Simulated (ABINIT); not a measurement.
**Quasiparticle gap of LiF (Griceite) in ABINIT**

Wanted: ground state, empty states, screening and self-energy for LiF (Griceite).

Method: PBE and many-body steps on it, plane waves, in ABINIT 10.8.3.

## (1) Set-up

Symmetry: Fm-3m, No. 225, cubic system. Conventional cell: a = 4.028 Å, b = 4.028 Å, c = 4.028 Å, α = 90.00°, β = 90.00°, γ = 90.00°. Nearest to Li lie 6 F at 2.01 Å. F has 6 Li at 2.01 Å nearest. Farther neighbours and most contacts between anions are not listed.

The cell and positions come from the Crystallography Open Database and are kept as given unless a step says otherwise.

## (2) Ground state

This step: ABINIT 10.8.3; DFT, PBE, plane waves, norm-conserving pseudopotentials.

The ground-state density comes first.

Contents of run.abi:

```
acell 3*1.0 Angstrom
rprim 
  -0.000000000000 2.014000000000 2.014000000000
  2.014000000000 -0.000000000000 2.014000000000
  2.014000000000 2.014000000000 -0.000000000000
ntypat 2
znucl 3 9
natom 2
typat 1 2
xred 
  0.000000000000 0.000000000000 0.000000000000
  0.500000000000 0.500000000000 0.500000000000
pp_dirpath "pseudos"
pseudos "Li.upf, F.upf"
ecut 36
ngkpt 8 8 8
nshiftk 1
shiftk 0 0 0
kptopt 1
chksymbreak 0
nband 10
occopt 1
tolvrs 1e-10
nstep 60
prtwf 0
optforces 0
optstress 0
indata_prefix "in"
outdata_prefix "out"
tmpdata_prefix "tmp"
```

Run with:

```console
> OMP_NUM_THREADS=1 mpirun -n 4 abinit run.abi > log
```

Numbers of over 12 decimals in the logs are rounded to 6 here.

The log of the run:

```text
.Version 10.8.3 of ABINIT. v10.8.2 released Aug 2026.

 Symmetries : space group Fm -3 m (#225); Bravais cF (face-center cubic)
================================================================================
 Values of the parameters that define the memory need of the present run
     intxc =       0    ionmov =       0      iscf =       7    lmnmax =       5
     lnmax =       5     mgfft =      30  mpssoang =       3    mqgrid =    3001
     natom =       2  nloc_mem =       1    nspden =       1   nspinor =       1
    nsppol =       1      nsym =      48    n1xccc =    2501    ntypat =       2
    occopt =       1   xclevel =       2
-    mband =          10        mffmem =           1         mkmem =           8
       mpw =        1155          nfft =       27000          nkpt =          29
================================================================================
  Rough estimation (10% accuracy) of disk space for files :
================================================================================

--------------------------------------------------------------------------------
------------- Echo of variables that govern the present computation ------------
--------------------------------------------------------------------------------
 -outvars: echo values of preprocessed input variables --------
            acell      1.8897261259E+00  1.8897261259E+00  1.8897261259E+00 Bohr

      chksymbreak           0
             ecut      3.60000000E+01 Hartree
-          fftalg         312

              ixc     -101130
              kpt      0.00000000E+00  0.00000000E+00  0.00000000E+00
                       1.25000000E-01  0.00000000E+00  0.00000000E+00
                       2.50000000E-01  0.00000000E+00  0.00000000E+00
                       3.75000000E-01  0.00000000E+00  0.00000000E+00
                       5.00000000E-01  0.00000000E+00  0.00000000E+00
                       1.25000000E-01  1.25000000E-01  0.00000000E+00
                       2.50000000E-01  1.25000000E-01  0.00000000E+00
                       3.75000000E-01  1.25000000E-01  0.00000000E+00
                       5.00000000E-01  1.25000000E-01  0.00000000E+00
   [... 18 further rows ...]
                      -3.75000000E-01  5.00000000E-01  1.25000000E-01
                      -2.50000000E-01  5.00000000E-01  2.50000000E-01
         kptrlatt        8    0    0      0    8    0      0    0    8
          kptrlen      4.30589384E+01
P           mkmem           8
            natom           2
            nband          10
            ngfft          30      30      30
             nkpt          29
            nstep          60
             nsym          48
           ntypat           2
              occ      2.000000  2.000000  2.000000  2.000000  2.000000  0.000000
                       0.000000  0.000000  0.000000  0.000000
        optforces           0
        optstress           0
            prtwf           0
            rprim     -0.0000000000E+00  2.0140000000E+00  2.0140000000E+00
[...]
spgroup         225

           tolvrs      1.00000000E-10

             xred      0.0000000000E+00  0.0000000000E+00  0.0000000000E+00
[...]
znucl        3.00000    9.00000

================================================================================

 chkinp: Checking input parameters for consistency.

================================================================================
== DATASET  1 ==================================================================
-   mpi_nproc: 4, omp_nthreads: 1 (-1 if OMP is not activated)

--- !DatasetInfo
iteration_state: {dtset: 1, }
dimensions: {natom: 2, nkpt: 29, mband: 10, nsppol: 1, nspinor: 1, nspden: 1, mpw: 1155, }
cutoff_energies: {ecut:  36.0, pawecutdg:  -1.0, }
electrons: {nelect:   1.00000000E+01, charge:   0.00000000E+00, occopt:   1.00000000E+00, tsmear:   1.00000000E-02, }

 Real(R)+Recip(G) space primitive vectors, cartesian coordinates (Bohr,Bohr^-1):
 R(1)=  0.0000000  3.8059084  3.8059084  G(1)= -0.1313747  0.1313747  0.1313747
 R(2)=  3.8059084  0.0000000  3.8059084  G(2)=  0.1313747 -0.1313747  0.1313747
 R(3)=  3.8059084  3.8059084  0.0000000  G(3)=  0.1313747  0.1313747 -0.1313747
 Unit cell volume ucvol=  1.1025670E+02 bohr^3
 Angles (23,13,12)=  6.00000000E+01  6.00000000E+01  6.00000000E+01 degrees

 getcut: wavevector=  0.0000  0.0000  0.0000  ngfft=  30  30  30
         ecut(hartree)=     36.000   => boxcut(ratio)=   2.06592

--- Pseudopotential description ------------------------------------------------
- Li Generated using ONCVPSP code by D. R. Hamann
-  3.00000   3.00000  171031                  znucl, zion, pspdat
12 -101130 1 -1 1944                          pspcod,pspxc,lmax,lloc,mmax
     nproj     2     2     0
  pspatm : epsatm=    2.74360059
         --- l  ekb(1:nproj) -->
[...]
pspatm: atomic psp has been read  and splines computed

- F Generated using ONCVPSP code by D. R. Hamann
-  9.00000   7.00000  171031                  znucl, zion, pspdat
12 -101130 2 -1 832                           pspcod,pspxc,lmax,lloc,mmax
     nproj     2     2     1
  pspatm : epsatm=    4.87625608
         --- l  ekb(1:nproj) -->
[...]
1   -3.955629   -1.291931
             2   -2.441503
 pspatm: atomic psp has been read  and splines computed

   7.61985667E+01                                ecore*ucvol(ha*bohr**3)
--------------------------------------------------------------------------------

_setup2: Arith. and geom. avg. npw (full set) are    1137.021    1137.006

================================================================================

--- !BeginCycle
iteration_state: {dtset: 1, }
solver: {iscf: 7, nstep: 60, nline: 4, wfoptalg: 0, }
tolerances: {tolvrs: 1.00E-10, }

     iter   Etot(hartree)      deltaE(h)  residm     vres2
 ETOT  1  -31.947926793313    -3.195E+01 1.669E-01 1.045E+02
 ETOT  2  -31.964561375793    -1.663E-02 8.094E-04 7.177E+01
 ETOT  3  -31.990029328046    -2.547E-02 1.499E-03 2.299E+00
 ETOT  4  -31.990759094639    -7.298E-04 6.646E-04 9.345E-03
 ETOT  5  -31.990761378694    -2.284E-06 1.832E-04 1.498E-04
 ETOT  6  -31.990761394038    -1.534E-08 9.196E-05 6.269E-06
 ETOT  7  -31.990761394117    -7.883E-11 1.076E-04 1.867E-08
 ETOT  8  -31.990761394121    -4.121E-12 4.822E-05 1.008E-10
 ETOT  9  -31.990761394121    -2.665E-13 5.416E-05 1.898E-12

 At SCF step    9       vres2   =  1.90E-12 < tolvrs=  1.00E-10 =>converged.

--- !ResultsGS
iteration_state: {dtset: 1, }
comment   : Summary of ground state results
lattice_vectors:
- [ -0.0000000,   3.8059084,   3.8059084, ]
- [  3.8059084,  -0.0000000,   3.8059084, ]
- [  3.8059084,   3.8059084,  -0.0000000, ]
lattice_lengths: [   5.38237,    5.38237,    5.38237, ]
lattice_angles: [ 60.000,  60.000,  60.000, ] # degrees, (23, 13, 12)
lattice_volume:   1.1025670E+02
convergence: {deltae: -2.665E-13, res2:  1.898E-12, residm:  5.416E-05, diffor:  0.000E+00, }
etotal    :  -3.19907614E+01
entropy   :   0.00000000E+00
fermie    :  -3.57929276E-02
cartesian_stress_tensor: null
pressure_GPa: null
xred      :
- [  0.0000E+00,   0.0000E+00,   0.0000E+00, Li]
- [  5.0000E-01,   5.0000E-01,   5.0000E-01,  F]
cartesian_forces: null
force_length_stats: {min: null, max: null, mean: null, }

 Integrated electronic density in atomic spheres:
 ------------------------------------------------
 Atom  Sphere_radius  Integrated_density
    1        2.00000          2.33072837
    2        2.00000          7.09534579
================================================================================

 ----iterations are completed or convergence reached----

 Mean square residual over all n,k,spin=   30.366E-08; max=  54.155E-06
 reduced coordinates (array xred) for    2 atoms
       0.000000000000      0.000000000000      0.000000000000
       0.500000000000      0.500000000000      0.500000000000
 rms dE/dt=  0.0000E+00; max dE/dt=  0.0000E+00; dE/dt below (all hartree)
    1       0.000000000000      0.000000000000      0.000000000000
    2       0.000000000000      0.000000000000      0.000000000000

 cartesian coordinates (angstrom) at end:
    1      0.000000     0.000000     0.000000
    2      2.014000     2.014000     2.014000
 length scales=  1.889726125908  1.889726125908  1.889726125908 bohr
              =  1.000000000000  1.000000000000  1.000000000000 angstroms
 prteigrs : about to open file out_EIG
 Fermi (or HOMO) energy (hartree) =  -0.03579   Average Vxc (hartree)=  -0.36444
 Eigenvalues (hartree) for nkpt=  29  k points:
 kpt#   1, nband= 10, wtk=  0.00195, kpt=  0.0000  0.0000  0.0000 (reduced coord)
  -1.53679   -0.76691   -0.03579   -0.03579   -0.03579    0.29916    0.84586    0.84586
   0.84586    0.86111
 prteigrs : prtvol=0 or 1, do not print more k-points.

--- !EnergyTerms
iteration_state     : {dtset: 1, }
comment             : Components of total free energy in Hartree
kinetic             :  2.15157252958555E+01
hartree             :  8.33874810505752E+00
xc                  : -7.30237829568626E+00
Ewald energy        : -2.04741383175823E+01
psp_core            :  6.91101453022233E-01
local_psp           : -2.75093152449752E+01
non_local_psp       : -7.25050438981244E+00
total_energy        : -3.19907613941210E+01
total_energy_eV     : -8.70512964598444E+02
band_energy         : -5.03991163694277E+00

== END DATASET(S) ==============================================================
================================================================================

 -outvars: echo values of variables after computation  --------
           etotal     -3.1990761394E+01
            nband          10
             nkpt          29
          spgroup         225
 [... the other variables as echoed above ...]

 Calculation completed.
```

Run time: 7.8 s. Hardware: 4 MPI ranks of Intel Xeon Platinum 8175M at 2.50GHz (Skylake/Cascade Lake), shared host; peak memory 0.28 GiB; 30 s of CPU time.

This step gave:

- total energy: -870.5130 eV
- gap: 9.114 eV
- k of the valence top: 0, 0, 0
- k of the conduction bottom: 0, 0, 0
- least direct gap: 9.114 eV

The gap is direct, at Γ.

(Continued in part 2 of 3.)

[Paths, hosts, dates, memory and timing lines, banners, echoed tables and standing remarks are left out of the program output.]

[Logs are printed without paths, hosts, clocks, repeated set-up lines and the standing remarks that a program may print on its own settings, such as how far it seeks lower states.]

[Runs of the session that timed out or met a known fault of the program may be left out.]

[Hosts, paths, dates, database ids (printed as entryN), source tags and the programs' standing remarks are cut or masked in the printed files.]

[G0W0 gaps are taken among the corrected bands and points alone; a level outside them can change the order at an edge.]

[Where Ansatz stands beside ABINIT at settings called matched, ABINIT's density can come from a denser mesh and the files from another edition; pairs whose starting gaps differed by over 0.03 eV were left out, so agreement reads better than it is.]
